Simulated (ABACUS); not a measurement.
The system is NiO.

```
Ni O
1.0
     2.94991    0.00000    0.00000
     1.47496    2.55470    0.00000
     1.47496    0.85157    2.40859
Ni O
1 1
Direct
  0.00000 0.00000 0.00000
  0.50000 0.50000 0.50000
```

```yaml
Program: ABACUS 3.10.1
Task: relaxation of cell and atoms
Functional: SOGGA
Potentials_or_basis: PseudoDojo NC SR 0.5 PBE standard
Cutoff: 1333 eV
Density_cutoff: 5333 eV
Basis: plane waves
k_mesh: 9 × 9 × 9
Occupations: fermi-dirac, width 0.05 eV
Spin: collinear spin, ferromagnetic start
Starting_moments: "[1.0, 0.0] μB"
```

At the start: pressure -8.2 GPa; volume 9.08 Å³/atom.

**Question.** Where does the relaxation end?

**Answer.** Over 5 steps the energy falls by 14.2 meV/atom and the volume is 8.56 Å³/atom (-5.7 %); space group Fm-3m (No. 225, to 0.05 Å); moment 1.14 μB per cell.

The path:
```tsv
step	energy change (eV)	largest force (eV/Å)	pressure (GPa)	volume (Å³)
1	0.0000	0.0000	-8.21	18.15
2	-0.0083	0.0000	-6.62	17.97
3	-0.0275	0.0000	-1.80	17.28
4	-0.0283	0.0000	0.97	17.04
5	-0.0285	0.0000	-0.10	17.12
```

Final structure:
```cif
data_structure
_symmetry_space_group_name_H-M 'P 1'
_symmetry_Int_Tables_number 1
_cell_length_a 2.8930
_cell_length_b 2.8930
_cell_length_c 2.8930
_cell_angle_alpha 60.000
_cell_angle_beta 60.000
_cell_angle_gamma 60.000
_cell_volume 17.12
loop_
_atom_site_label
_atom_site_type_symbol
_atom_site_fract_x
_atom_site_fract_y
_atom_site_fract_z
_atom_site_occupancy
Ni1 Ni 0.00000 0.00000 0.00000 1
O1 O 0.50000 0.50000 0.50000 1
```

Caveat: the potentials were made for another functional, which shifts forces and pressure; a cell with one magnetic atom can't hold antiferromagnetic order, which such compounds often take.
